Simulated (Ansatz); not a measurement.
# CrO2 (R-3m) in Ansatz: reference runs

How does CrO2 come out in PBE? The cell is run as given and disturbed.

Program: Ansatz 0.2.0. These are calculated values, not measurements. Logs are shortened: lines on timing, memory, paths and dates and some standing lists are left out, and cuts for length are marked.

**1. The structure**

It takes space group R-3m (No. 166, trigonal). The conventional cell has a = 2.980 Å, b = 2.980 Å, c = 14.370 Å, α = 90.00°, β = 90.00°, γ = 120.00°. Around Cr (site symmetry -3m) lie 6 O at 1.95 Å. Around O (site symmetry 3m) lie 3 Cr at 1.95 Å.

Measurements of this composition are mostly on another form, of space group No. 136.

**2. Single point, PBE, collinear spin, ferromagnetic start**

Input file input.yaml:

```yaml
crystal:
  lattice:
    - [1.4899679969, 0.8602334241, 4.7899538005]
    - [-1.4899679969, 0.8602334241, 4.7899538005]
    - [0.0, -1.7204668482, 4.7899538005]
  atoms:
    - { symbol: Cr, position: [0.5, 0.5, 0.5], spin: 3.0 }
    - { symbol: O, position: [0.230918, 0.230918, 0.230918] }
    - { symbol: O, position: [0.769082, 0.769082, 0.769082] }
hamiltonian:
  xc: pbe
  pseudopotentials: { kind: paw }
magnetization:
  spin_polarized: true
kpoints:
  mp_grid: { grid: [10, 10, 10] }
scf:
  occupations: { method: fermi_dirac, width: 0.05 }
output:
  forces: true
  stress: true
  eigenvalues: true
  write_density: true
  write_potential: true
  elf: true
  volumetric_format: npy
```

Potentials or basis: Ansatz PAW.

Run with:

```bash
$ ansatz run input.yaml --threads 2 --pin off --max-ram 5120MiB --backend cpu --events-out ev --progress --plain --runs-dir out
```

Standard output:

```text
Warning: RAYON_NUM_THREADS=2 ignored (pool sized by the plan → 2); use --threads N
basis.fft_grid_basis auto: the FFT boxes are laid along the combinations [[1, -1, 0], [0, 1, 0], [0, -1, 1]] of the cell's own vectors, 2.980, 5.090 and 2.980 Å long. The dense box has 20×36×20 points. Along the cell's own vectors, as sized, it would have 36×36×36, 3.24 times as many. Of the 12 symmetry operations that the crystal satisfies within crystal.symmetry.tolerance (time reversal apart; of a slab, those that keep its plane) the dense box along the cell's own vectors carries 12, and the one as laid loses 8 of those. basis.fft_grid_basis: typed keeps the cell's own vectors: state it where this run's energies or levels are differenced outside the engine with another run's, or held beside a run that keeps those vectors. Those combinations have planes normal to reciprocal vector 3, as the cell's own vectors have. Each planar average written beside output.write_density, output.write_potential has a row for each plane of the box: 20. The volumetric files lie along those combinations, not along the cell's own vectors: a cube or XSF file states them, and fields.json those of NumPy files.
Engine: ansatz 0.2.0, aarch64-unknown-linux-gnu
Pseudopotentials: kind: paw
Pseudopotential: Cr, paw, valence charge 14, recommended cutoff 420 eV (normal), Cr.paw.azcp
Pseudopotential: O, paw, valence charge 6, recommended cutoff 420 eV (normal), O.paw.azcp
Functional definition: PBE
  parameter kappa = 0.804
  parameter beta = 0.06672455060314922
  exchange = pbe_x(kappa = kappa, mu = beta*pi^2/3)
  correlation = pbe_c(beta = beta)
Crystal: 3 atoms, lattice volume = 36.836 Å³
Basis set: ecut = 420 eV, 695 PW (Γ), FFT grids on a1−a2, a2, −a2+a3, exchange–correlation on 40×72×40 points (8 copies of the dense FFT grid, shifted against one another)
Bands: 19, of which v1, the nominal top of the filled ones, is band 13 counted from 1 (12 counted from 0)
Symmetry: 12 space group operations
Space group: R-3m (ITA 166), of the structure as read, at distance tolerance 3.3e-5 Å
Magnetic group: BNS 166.97 (UNI 1327), of the structure as read, at distance tolerance 3.3e-5 Å
k-points: 116 of 1000
Non-local potential: Cr, projectors of the file, l = 0: 3, l = 1: 2, l = 2: 3, l = 3: 1
Non-local potential: O, projectors of the file, l = 0: 2, l = 1: 2, l = 2: 1
PAW form: soft (Blöchl's): semilocal exchange-correlation on the pseudo side does not see the compensation charge
PAW one-centre angular grid: Cr, 590 points (default); XC on 64 Gauss nodes
PAW one-centre angular grid: O, 110 points (default); XC on 64 Gauss nodes
Initial density: superposition of atomic densities (chi_scale 0.1, normalization cell, long waves kept (reshape's long-wave potential 0.12 eV rms))
Starting moments: Σ|m| = 3 μB on 1 of 3 sites
Initial wavefunctions: pseudopotential atomic-orbital guess
Functional: x = pbe(κ = 0.804, μ = 0.2195149727645171), c = pbe(β = 0.06672455060314922)
SCF iter   1: F=—  HF=-4513.113289 eV  |F-HF|=—  |Δ(HF+E_count)|=         —  Δρ=3.87e-2 (↑3.87e-2 ↓3.32e-2)  dr2=8.52e-1  dr2_m=2.43e-1  M=2.000 μB ∫|m|=2.316 μB  β_m=0.30  ethr=3.10e-3  ⟨swp⟩=5.5  Hψ=18547  notcnv=0
Mixer restart at iter 1: flushing history
preconditioner: auto → none  [metal: Δε(μ)=0.020 eV  Ē_g=12.088 eV  σ=0.050 eV  W_gap=0.10  n_scr=8 (ndim 8)  ℏωp=26.0 eV  f_vac=0.146  D(μ)=1.98/eV (n_scr^D=22)  sad-step TF]
SCF iter   2: F=—  HF=-4512.969965 eV  |F-HF|=—  |Δ(HF+E_count)|=   1.43e-1  Δρ=2.62e-2 (↑2.62e-2 ↓2.45e-2)  dr2=4.77e-1  dr2_m=1.13e-1  M=2.000 μB ∫|m|=2.348 μB  β_m=0.61  ethr=3.10e-3  ⟨swp⟩=2.0  Hψ=7289  notcnv=0  defer=121
SCF iter   3: F=—  HF=-4512.882568 eV  |F-HF|=—  |Δ(HF+E_count)|=   8.74e-2  Δρ=1.55e-2 (↑1.55e-2 ↓1.15e-2)  dr2=2.95e-1  dr2_m=2.76e-3  M=2.000 μB ∫|m|=2.339 μB  β_m=0.51  ethr=1.84e-3  ⟨swp⟩=2.2  Hψ=7339  notcnv=0  defer=213
SCF iter   4: F=—  HF=-4512.837274 eV  |F-HF|=—  |Δ(HF+E_count)|=         —  Δρ=3.55e-3 (↑3.55e-3 ↓3.41e-3)  dr2=4.53e-3  dr2_m=2.16e-3  M=2.000 μB ∫|m|=2.387 μB  β_m=0.51  ethr=1.13e-3  ⟨swp⟩=2.5  Hψ=7818  notcnv=0  defer=213
Mixer restart at iter 4: flushing history
SCF iter   5: F=—  HF=-4512.849688 eV  |F-HF|=—  |Δ(HF+E_count)|=   1.24e-2  Δρ=2.13e-3 (↑2.13e-3 ↓1.58e-3)  dr2=1.44e-3  dr2_m=5.71e-4  M=2.000 μB ∫|m|=2.389 μB  β_m=0.74  ethr=1.74e-5  ⟨swp⟩=2.3  Hψ=8542  notcnv=0  defer=219
SCF iter   6: F=—  HF=-4512.857978 eV  |F-HF|=—  |Δ(HF+E_count)|=   8.29e-3  Δρ=1.15e-3 (↑1.15e-3 ↓7.60e-4)  dr2=9.52e-4  dr2_m=2.29e-5  M=2.000 μB ∫|m|=2.386 μB  β_m=0.60  ethr=5.52e-6  ⟨swp⟩=2.0  Hψ=8371  notcnv=0  defer=219
SCF iter   7: F=—  HF=-4512.857426 eV  |F-HF|=—  |Δ(HF+E_count)|=   5.52e-4  Δρ=5.52e-4 (↑5.52e-4 ↓2.84e-4)  dr2=2.77e-4  dr2_m=8.22e-6  M=2.000 μB ∫|m|=2.390 μB  β_m=0.61  ethr=3.66e-6  ⟨swp⟩=2.6  Hψ=8006  notcnv=0  defer=219
SCF iter   8: F=—  HF=-4512.857644 eV  |F-HF|=—  |Δ(HF+E_count)|=   2.18e-4  Δρ=1.94e-4 (↑1.94e-4 ↓1.67e-4)  dr2=4.27e-5  dr2_m=3.37e-7  M=2.000 μB ∫|m|=2.389 μB  β_m=0.57  ethr=1.07e-6  ⟨swp⟩=2.3  Hψ=6848  notcnv=0  defer=219
SCF iter   9: F=—  HF=-4512.857722 eV  |F-HF|=—  |Δ(HF+E_count)|=   7.80e-5  Δρ=5.90e-5 (↑5.90e-5 ↓4.94e-5)  dr2=4.14e-6  dr2_m=3.97e-8  M=2.000 μB ∫|m|=2.389 μB  β_m=0.75  ethr=1.64e-7  ⟨swp⟩=2.0  Hψ=6034  notcnv=0  defer=219
SCF iter  10: F=—  HF=-4512.857727 eV  |F-HF|=—  |Δ(HF+E_count)|=   4.43e-6  Δρ=6.03e-6 (↑5.55e-6 ↓6.03e-6)  dr2=3.42e-8  dr2_m=3.34e-9  M=2.000 μB ∫|m|=2.389 μB  β_m=0.86  ethr=1.59e-8  ⟨swp⟩=2.2  Hψ=6824  notcnv=0  defer=219
SCF iter  11: F=-4512.857727 eV  HF=-4512.857727 eV  |F-HF|=1.09e-9  |Δ(HF+E_count)|=   7.98e-8  Δρ=1.02e-6 (↑1.02e-6 ↓8.52e-7)  dr2=1.18e-9  dr2_m=2.20e-11  M=2.000 μB ∫|m|=2.389 μB  ethr=1.31e-10  ⟨swp⟩=8.3  Hψ=27555  notcnv=0
SCF 1 converged in 11 iterations: F = -4512.857727 eV  dr2 = 1.18e-9
SCF converged after 11 iterations
Magnetization: 2.0000 μB (14.0000 up, 12.0000 down)
Absolute magnetization: 2.3885 μB (∫|ρ↑−ρ↓|, with the PAW one-centre terms)
Spin contamination: 0.0639 ħ² per cell (⟨S²⟩ above its minimum at these occupations)
Per-site moments (μB) at R_I (Å): [(1.8142081050762684, 0.8054274790680931), (-0.08647857677035387, 0.8054274790680936), (-0.086478576770354, 0.8054274790680931)]
Free energy (F): -4512.857727 eV
Harris-Foulkes:  -4512.857727 eV  (|F-HF|=1.09e-9)
Internal energy: -4512.842818 eV  (E = F + TS)
E sigma→0 (E₀):  -4512.850273 eV
Entropy (-TS):   -0.014908 eV (-4.969 meV/atom)
Fermi energy:    6.574683 eV
--- Per-component energies (eV) ---
  E_band       = -351.290948
  E_kinetic    = 684.861199
  E_local      = -3155.915356  (includes V_loc(G=0)·N_el)
  E_nonlocal   = 172.835264
  E_hartree    = 1307.530608
  E_xc         = -284.857032
  E_vxc        = -363.198308  (∫ρ·V_xc dr)
  E_paw        = -1507.951159  (= ΣΔE_a)
  E_vpaw       = -304.939562  (= ΣTr[D̂ρ^β])
  E_aug_tail   = 0.005339  (compensation charges beyond the density's cutoff)
  E_ewald      = -1729.351681
  E_smearing   = -0.014908  (= −TS)
  E_closure    = 0.000000  (closes the sum)
  Σ components = -4512.857727   (vs F -4512.857727, Δ=0.00e0)
--- Forces (eV/Å), atoms counted from 1 ---
  atom   1  Cr     0.00000000     0.00000000    -0.00000000
  atom   2  O      0.00000000    -0.00000000    -0.33425150
  atom   3  O     -0.00000000     0.00000000     0.33425150
  max |Σ_I F_I| component: 1.68e-29 eV/Å
--- Stress (GPa, compression-positive) ---
      -11.143695       0.000000      -0.000000
        0.000000     -11.143695       0.000000
       -0.000000       0.000000      -2.089487
  P = ⅓ Tr σ = -8.1256 GPa (-81.256 kbar)
--- Band table (eV; the first three rows and the last of 232) ---
  k-point 0 ↑: bands = ["-66.7406", "-38.0428", "-37.9620", "-37.9620", "-12.5364", "-10.4276", "1.0319", "1.1244", "1.1244", "5.1048", "5.1048", "5.3330", "5.3797", "5.3797", "7.2787", "10.1786", "10.1786", "12.9390", "16.4189"]
  k-point 1 ↑: bands = ["-66.7388", "-38.0399", "-37.9796", "-37.9659", "-12.4225", "-10.4758", "1.0988", "1.1880", "1.2256", "4.3031", "4.5624", "5.3299", "5.8761", "5.9022", "7.2575", "9.8927", "10.1009", "13.3574", "16.8345"]
  k-point 2 ↑: bands = ["-66.7339", "-38.0328", "-38.0248", "-37.9759", "-12.1133", "-10.6014", "1.0792", "1.4946", "1.5898", "3.2151", "3.9994", "5.3549", "6.2723", "6.2730", "7.1261", "9.3182", "9.9494", "14.4283", "17.7764"]
  k-point 115 ↓: bands = ["-64.4159", "-35.7288", "-35.7288", "-35.6854", "-12.5308", "-10.6724", "1.5841", "1.5841", "2.0719", "4.1982", "4.9509", "4.9509", "7.8122", "7.8122", "9.2758", "11.1334", "11.1334", "14.9721", "15.8567"]
```

rho_z.tsv:

```text
# z_ang	rho[e/angstrom^3]	rho_spin[e/angstrom^3]
# format = ansatz-planar-average/11
# lattice	1.489967997	0.860233424	4.789953801
# lattice	-1.489967997	0.860233424	4.789953801
# lattice	0.000000000	-1.720466848	4.789953801
# sites	3
# site	24	0.000000000	0.000000000	7.184930701
# site	8	0.000000000	0.000000000	3.318259655
# site	8	0.000000000	0.000000000	11.051601746
0.000000	3.238477e-1	-1.767372e-3
0.254478	3.498084e-1	-1.543892e-3
0.508956	4.167996e-1	-2.536744e-4
0.763435	4.991020e-1	3.272880e-3
1.017913	5.778699e-1	1.129206e-2
1.272391	6.561757e-1	2.778494e-2
[... 12 lines left out ...]
4.580608	4.167996e-1	-2.536744e-4
4.835086	3.498084e-1	-1.543892e-3
```

v_z.tsv:

```text
# z_ang	v_es[eV]	v_tot_up[eV]	v_tot_dn[eV]
# format = ansatz-planar-average/11
# xc	pbe
# density_cutoff_ev	1680
# datasets	Cr=:simpson_from_first_knot:soft	O=:simpson_from_first_knot:soft
# lattice	1.489967997	0.860233424	4.789953801
# lattice	-1.489967997	0.860233424	4.789953801
# lattice	0.000000000	-1.720466848	4.789953801
# sites	3
# site	24	0.000000000	0.000000000	7.184930701
# site	8	0.000000000	0.000000000	3.318259655
# site	8	0.000000000	0.000000000	11.051601746
0.000000	8.655966e0	-5.879520e-2	-2.018199e-1
0.254478	8.246056e0	-5.100143e-1	-6.396968e-1
0.508956	7.164424e0	-1.732984e0	-1.768626e0
0.763435	5.752636e0	-3.396827e0	-3.282455e0
1.017913	4.201188e0	-5.334838e0	-5.050267e0
1.272391	2.818427e0	-7.217561e0	-6.750843e0
[... 12 lines left out ...]
4.580608	7.164424e0	-1.732984e0	-1.768626e0
4.835086	8.246056e0	-5.100143e-1	-6.396968e-1
```

Wall time 8 s (2 threads of Arm Neoverse V1, shared host); peak memory 0.41 GiB.

Results:

| Property | Result |
| --- | --- |
| Free energy | -4512.8577 eV |
| Pressure | -8.1 GPa |
| Largest force | 0.334 eV/Å |
| Band gap on the k mesh | none (metal or under the smearing width) |
| Net moment | 2.00 μB per cell |
| Absolute moment | 2.39 μB per cell |
| Site moments | Cr +1.81; O -0.09 μB |

Forces on the atoms (eV/Å):
```
Cr   0.000  0.000  0.000
O    0.000  0.000 -0.334
O    0.000  0.000  0.334
```

Caveat: the pressure holds a Pulay correction of +0.7 GPa for the finite cutoff; a cell with one magnetic atom can't hold antiferromagnetic order, which such compounds often take; semilocal functionals often make such compounds metallic where correlation or magnetic order opens a gap, which also shifts bond lengths. With open d or f shells a metallic result of PBE can be an artefact of self-interaction; +U or a hybrid may open a gap.

**3. Single point, PBE, collinear spin, ferromagnetic start (atoms moved at random, drawn with an rms of 0.05 Å)**

Input file input.yaml:

```yaml
crystal:
  lattice:
    - [1.4899679969, 0.8602334241, 4.7899538005]
    - [-1.4899679969, 0.8602334241, 4.7899538005]
    - [0.0, -1.7204668482, 4.7899538005]
  atoms:
    - { symbol: Cr, position: [0.506606, 0.514651, 0.479229], spin: 3.0 }
    - { symbol: O, position: [0.219983, 0.226296, 0.239161] }
    - { symbol: O, position: [0.766145, 0.76903, 0.780934] }
hamiltonian:
  xc: pbe
  pseudopotentials: { kind: paw }
magnetization:
  spin_polarized: true
kpoints:
  mp_grid: { grid: [10, 10, 10] }
scf:
  occupations: { method: fermi_dirac, width: 0.05 }
output:
  forces: true
  stress: true
  eigenvalues: true
```

Potentials or basis: Ansatz PAW.

Run with:

```bash
$ ansatz run input.yaml --threads 2 --pin off --max-ram 5120MiB --backend cpu --events-out ev --progress --plain --runs-dir out
```

Standard output:

```text
Warning: RAYON_NUM_THREADS=2 ignored (pool sized by the plan → 2); use --threads N
basis.fft_grid_basis auto: the FFT boxes are laid along the combinations [[1, 0, -1], [0, 1, -1], [0, 0, 1]] of the cell's own vectors, 2.980, 2.980 and 5.090 Å long. The dense box has 20×20×36 points. Along the cell's own vectors, as sized, it would have 36×36×36, 3.24 times as many. basis.fft_grid_basis: typed keeps the cell's own vectors: state it where this run's energies or levels are differenced outside the engine with another run's, or held beside a run that keeps those vectors.
[... 8 set-up lines as earlier in the session ...]
[... 58 lines left out ...]
  E_closure    = 0.000000  (closes the sum)
  Σ components = -4512.837968   (vs F -4512.837968, Δ=0.00e0)
--- Forces (eV/Å), atoms counted from 1 ---
  atom   1  Cr     0.02838708    -0.52012670     0.01790657
  atom   2  O      0.01088344     0.23889789     0.37191414
  atom   3  O     -0.03927051     0.28123078    -0.38980977
  max |Σ_I F_I| component: 1.09e-5 eV/Å
--- Stress (GPa, compression-positive) ---
       -6.582030      -0.024505       0.191057
       -0.024505      -6.064237      -0.160464
        0.191059      -0.160460       3.371696
  P = ⅓ Tr σ = -3.0915 GPa (-30.915 kbar)
--- Band table (eV; the first three rows and the last of 1008) ---
  k-point 0 ↑: bands = ["-66.6617", "-37.9701", "-37.8947", "-37.8896", "-12.6984", "-10.4059", "0.8992", "0.9090", "1.0284", "4.7578", "4.7651", "5.2203", "5.7697", "5.8054", "7.4694", "10.4331", "10.4534", "12.9464", "16.5706"]
  k-point 1 ↑: bands = ["-66.6598", "-37.9672", "-37.9130", "-37.8936", "-12.5802", "-10.4628", "0.9037", "1.0065", "1.1723", "4.1665", "4.4216", "5.2799", "6.0489", "6.0920", "7.4361", "10.1534", "10.3555", "13.3486", "16.9600"]
  k-point 2 ↑: bands = ["-66.6547", "-37.9637", "-37.9564", "-37.9039", "-12.2588", "-10.6106", "0.9137", "1.2901", "1.5560", "3.1554", "3.9088", "5.3327", "6.3817", "6.4345", "7.2672", "9.5445", "10.1962", "14.3853", "17.8265"]
  k-point 503 ↓: bands = ["-64.3636", "-35.7030", "-35.6879", "-35.6217", "-12.6839", "-10.6137", "1.3452", "1.3556", "2.0382", "4.2078", "4.8739", "4.8933", "7.9201", "7.9447", "9.4409", "11.3931", "11.4093", "14.8497", "16.0957"]
```

Run time: 51 s. Hardware: 2 threads of Arm Neoverse V1, shared host; peak memory 0.88 GiB.

Results:

| Item | Value |
| --- | --- |
| Free energy | -4512.8380 eV |
| Pressure | -3.1 GPa |
| Largest force | 0.521 eV/Å |
| Band gap on the k mesh | none (metal or under the smearing width) |
| Net moment | 2.00 μB per cell |
| Absolute moment | 2.34 μB per cell |
| Site moments | Cr +1.74; O -0.07, -0.08 μB |

Forces in eV/Å, atoms in the order of the input:
```
Cr   0.028 -0.520  0.018
O    0.011  0.239  0.372
O   -0.039  0.281 -0.390
```

Stress tensor (GPa, compression positive):
```
-6.58 -0.02  0.19
-0.02 -6.06 -0.16
 0.19 -0.16  3.37
```

Levels at points of the mesh, in eV from the Fermi level:
Spin up:
| k point | band 10 | band 11 | band 12 | band 13 | band 14 | band 15 | band 16 | band 17 | band 18 | band 19 |
| --- | --- | --- | --- | --- | --- | --- | --- | --- | --- | --- |
| (0.00, 0.00, 0.00) | -1.97 | -1.96 | -1.51 | -0.96 | -0.92 | 0.74 | 3.70 | 3.73 | 6.22 | 9.84 |
| (0.00, 0.00, -0.50) | -3.63 | -3.16 | -2.09 | -0.77 | -0.73 | -0.03 | 2.64 | 3.46 | 11.03 | 12.11 |
| (0.00, -0.50, 0.00) | -3.65 | -3.12 | -2.10 | -0.79 | -0.70 | -0.01 | 2.61 | 3.43 | 11.02 | 12.10 |
| (0.00, -0.50, -0.50) | -3.43 | -3.05 | -1.91 | -0.84 | -0.70 | -0.10 | 2.71 | 3.45 | 10.43 | 11.43 |
| (-0.50, 0.00, 0.00) | -3.65 | -3.12 | -2.12 | -0.80 | -0.70 | -0.01 | 2.61 | 3.41 | 11.01 | 12.10 |
| (-0.50, 0.00, -0.50) | -3.41 | -3.06 | -1.89 | -0.83 | -0.70 | -0.10 | 2.71 | 3.47 | 10.42 | 11.42 |
| (-0.50, -0.50, 0.00) | -3.29 | -3.20 | -1.87 | -0.81 | -0.73 | -0.11 | 2.75 | 3.50 | 10.40 | 11.41 |
| (-0.50, -0.50, -0.50) | -2.40 | -1.99 | -1.96 | -0.97 | -0.95 | 0.79 | 3.71 | 3.73 | 8.01 | 8.87 |
Spin down:
| k point | band 8 | band 9 | band 10 | band 11 | band 12 | band 13 | band 14 | band 15 | band 16 | band 17 |
| --- | --- | --- | --- | --- | --- | --- | --- | --- | --- | --- |
| (0.00, 0.00, 0.00) | -5.38 | -5.30 | -1.83 | -1.81 | -1.65 | 1.19 | 1.22 | 2.76 | 4.66 | 4.67 |
| (0.00, 0.00, -0.50) | -4.39 | -4.36 | -3.25 | -3.17 | -2.18 | 1.53 | 1.83 | 1.99 | 3.73 | 4.41 |
| (0.00, -0.50, 0.00) | -4.51 | -4.22 | -3.33 | -3.08 | -2.19 | 1.52 | 1.84 | 1.99 | 3.71 | 4.38 |
| (0.00, -0.50, -0.50) | -4.61 | -4.24 | -3.30 | -2.78 | -1.99 | 1.40 | 1.84 | 1.98 | 3.75 | 4.39 |
| (-0.50, 0.00, 0.00) | -4.50 | -4.19 | -3.34 | -3.07 | -2.21 | 1.51 | 1.84 | 1.99 | 3.71 | 4.36 |
| (-0.50, 0.00, -0.50) | -4.62 | -4.27 | -3.29 | -2.79 | -1.98 | 1.41 | 1.84 | 1.98 | 3.75 | 4.41 |
| (-0.50, -0.50, 0.00) | -4.57 | -4.34 | -3.23 | -2.87 | -1.97 | 1.42 | 1.84 | 1.97 | 3.78 | 4.45 |
| (-0.50, -0.50, -0.50) | -5.37 | -4.69 | -2.52 | -1.85 | -1.84 | 1.19 | 1.22 | 2.71 | 4.66 | 4.68 |

Caveat: the pressure holds a Pulay correction of +0.7 GPa for the finite cutoff; a cell with one magnetic atom can't hold antiferromagnetic order, which such compounds often take; semilocal functionals often make such compounds metallic where correlation or magnetic order opens a gap, which also shifts bond lengths.
